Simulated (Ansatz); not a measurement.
Compressing H

Computed with Ansatz 0.2.0, DFT r2SCAN, scalar-relativistic, plane waves, PAW. Run with 500 eV cutoff, 10×10×10 k-mesh, Gaussian smearing of 0.02 eV, no spin polarisation.

The relaxed crystal:

```
H
1.0
    -1.82493    1.82493    2.34021
     1.82493   -1.82493    2.34021
     1.82493    1.82493   -2.34021
H
2
Cartesian
  0.0000 0.0000 4.3095
  0.0000 0.0000 0.3709
```

Cell and atoms are relaxed at each pressure within the symmetry of the start, at zero temperature, so transitions that lower the symmetry aren't seen. The k-mesh given is that at zero pressure and may differ at others. Gaps are generalised Kohn–Sham gaps over the whole zone.

Problem. Give the structure at 3 GPa.

Solution.
```
H
1.0
    -1.36901    1.36901    1.88896
     1.36901   -1.36901    1.88896
     1.36901    1.36901   -1.88896
H
2
Direct
  0.90212 0.90212 0.00000
  0.09788 0.09788 0.00000
```
Symmetry: I4/mmm, No. 139, tetragonal system. The conventional cell has a = 2.738 Å, b = 2.738 Å, c = 3.778 Å, α = 90.00°, β = 90.00°, γ = 90.00°. H (site symmetry 4mm) is surrounded by 1 H at 0.74 Å.